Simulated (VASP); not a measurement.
Runs of VASP 6.6.1 on I. Symmetry: Im-3m, No. 229, cubic system. Conventional cell: a = 4.179 Å, b = 4.179 Å, c = 4.179 Å, α = 90.00°, β = 90.00°, γ = 90.00°. I (site symmetry m-3m) is surrounded by 8 I at 3.62 Å. The real solid is made of molecules; this cell is a model form.

| task | potentials or basis | k mesh | cutoff (eV) | smearing | mesh quality | gap on the mesh (eV) | pressure (GPa) |
| --- | --- | --- | --- | --- | --- | --- | --- |
| single point | VASP PAW PBE potentials, release 64 (I_GW) | 4 × 4 × 4 | 450 | gaussian 0.02 eV | coarse | none | -0.6 |
| single point | VASP PAW PBE potentials, release 64 (I_GW) | 4 × 4 × 4 | 500 | gaussian 0.02 eV | coarse | none | -0.6 |
| single point | VASP PAW PBE potentials, release 64 (I_GW) | 5 × 5 × 5 | 450 | gaussian 0.02 eV | coarse | none | (a) |
| single point | VASP PAW PBE potentials, release 64 (I_GW) | 4 × 4 × 4 | 350 | gaussian 0.02 eV | coarse | none | -0.7 |

Alike in all rows: level PBE; no spin polarisation; cell as given.

**Question.** Fill in the values left out.

**Answer.** (a) -1.0.

Caveats: all runs use coarse meshes; an odd number of electrons without spin polarisation forces a metal; a magnetic or distorted state may lie lower.

A k mesh can miss the band edges, and the runs leave out spin-orbit coupling on I.

A gap of «none» marks a metal or a gap under the smearing width.
